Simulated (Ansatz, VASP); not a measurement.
BaTiO3: VASP beside Ansatz

INCAR

```
SYSTEM = BaTiO3
ALGO = Normal ; EDIFF = 1E-7
ENCUT = 520 ; GGA = CA
ISIF = 2 ; ISMEAR = -1
LASPH = .True. ; LCHARG = .False.
LREAL = .False. ; LWAVE = .False.
NBANDS = 28 ; NELM = 80
PREC = Accurate ; SIGMA = 0.05
```

File KPOINTS:

```
k-points
0
Gamma
  7 7 7
  0 0 0
```

POSCAR

```
BaTiO3
1.0
    2.8273666084      1.6323808724      2.3183934932
   -2.8273666084      1.6323808724      2.3183934932
    0.0000000000     -3.2647617449      2.3183934932
Ba Ti O
1 1 3
Direct
    0.0000000000      0.0000000000      0.0000000000
    0.4845000000      0.4845000000      0.4845000000
    0.5086000000      0.0175000000      0.5086000000
    0.0175000000      0.5086000000      0.5086000000
    0.5086000000      0.5086000000      0.0175000000
```

The input input.yaml:

```yaml
crystal:
  lattice:
    - [2.8273666084, 1.6323808724, 2.3183934932]
    - [-2.8273666084, 1.6323808724, 2.3183934932]
    - [0.0, -3.2647617449, 2.3183934932]
  atoms:
    - { symbol: Ba, position: [0.0, 0.0, 0.0] }
    - { symbol: Ti, position: [0.4845, 0.4845, 0.4845] }
    - { symbol: O, position: [0.5086, 0.0175, 0.5086] }
    - { symbol: O, position: [0.0175, 0.5086, 0.5086] }
    - { symbol: O, position: [0.5086, 0.5086, 0.0175] }
kpoints:
  mp_grid: { grid: [7, 7, 7] }
  band_path:
    path:
      - [0.0, 0.0, 0.0]
      - [0.5, 0.0, 0.0]
      - [0.5, 0.4971712123, -0.4971712123]
    npoints: 10
scf:
  occupations: { method: fermi_dirac, width: 0.05 }
hamiltonian:
  xc: lda
  pseudopotentials: { kind: all_electron, lapw: { basis_error: 0.002 } }
output:
  forces: true
  stress: true
  eigenvalues: true
```

Alike in both runs: functional LDA; k mesh 7 × 7 × 7; occupations fermi-dirac, width 0.05 eV; no spin polarisation.

|  | VASP | Ansatz |
| --- | --- | --- |
| version | VASP 6.6.1 | Ansatz 0.2.0 |
| potentials or method | VASP PAW LDA potentials, release 64 (Ba_sv, Ti_sv, O) | all-electron LAPW, scalar-relativistic |
| plane-wave cutoff (eV) | 520 | see its input |
| task | single point | band structure |

|  | VASP | Ansatz | Ansatz less VASP |
| --- | --- | --- | --- |
| gap on the k mesh at the Fermi level (eV) | 2.35 | 2.41 | +0.054 |
| least direct gap on the mesh (eV) | 2.69 | 2.70 | +0.015 |
| pressure (GPa) | -3.9 | -5.9 | -2.07 |
| largest component of the traceless stress (GPa) | 0.10 | 0.03 | -0.070 |
| rms of the force components (eV/Å) | 0.050 | 0.048 | -0.0019 |

Atom by atom the forces differ by 0.038 eV/Å (rms over components). Ansatz ran all-electron here, so the differences hold the error of VASP's frozen core and of both bases.

Caveats: spin-orbit coupling is left out, which moves the levels of the heavy elements; an odd mesh through Γ misses points on the zone boundary, where band edges often lie (VASP). LDA gaps usually lie below the measured ones, often by a third to a half.
